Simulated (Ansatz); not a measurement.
# MgSe: the cost of one run

Method: DFT PBE, scalar-relativistic, plane waves, PAW, in Ansatz 0.2.0.

The COD entry's cell or inner coordinates are ideal or old and differ from later refinements, so a difference from it is no clean test against experiment.

1 further run of the same task is left out (set aside as unsound or not needed).

## Step 1: The system as given

It takes space group Fm-3m (No. 225, cubic). The conventional cell has a = 5.451 Å, b = 5.451 Å, c = 5.451 Å, α = 90.00°, β = 90.00°, γ = 90.00°. Around Mg (site symmetry m-3m) lie 6 Se at 2.73 Å. Around Se (site symmetry m-3m) lie 6 Mg at 2.73 Å.

As a file:

```xyz
2
Lattice="0.0000 2.7255 2.7255 2.7255 0.0000 2.7255 2.7255 2.7255 0.0000" Properties=species:S:1:pos:R:3 pbc="T T T"
Mg    0.0000    0.0000    0.0000
Se    2.7255    2.7255    2.7255
```

The structure comes from the Crystallography Open Database.

## Step 2: A distortion that keeps the symmetry

Against the listed cell: strain xx, yy, zz, yz, xz, xy = -0.3, -0.3, -0.3, +0.0, +0.0, +0.0 %.

input.yaml

```yaml
crystal:
  lattice:
    - [0.0, 2.71612428, 2.71612428]
    - [2.71612428, 0.0, 2.71612428]
    - [2.71612428, 2.71612428, 0.0]
  atoms:
    - { symbol: Mg, position: [0.0, 0.0, 0.0] }
    - { symbol: Se, position: [0.5, 0.5, 0.5] }
basis:
  ecutwfc: 420
kpoints:
  mp_grid: { grid: [8, 8, 8] }
hamiltonian:
  xc: pbe
scf:
  occupations: { method: gaussian, width: 0.02 }
output:
  forces: true
  stress: true
  eigenvalues: true
```

The run is started by

```bash
> ansatz run input.yaml --threads 1 --pin off --max-ram 1331MiB --backend cpu --events-out ev --progress --plain --runs-dir out
```

What time and memory should one allow on 1 thread of an x86-64 CPU, shared host?

About 2.7 s, with a peak of 0.32 GiB.
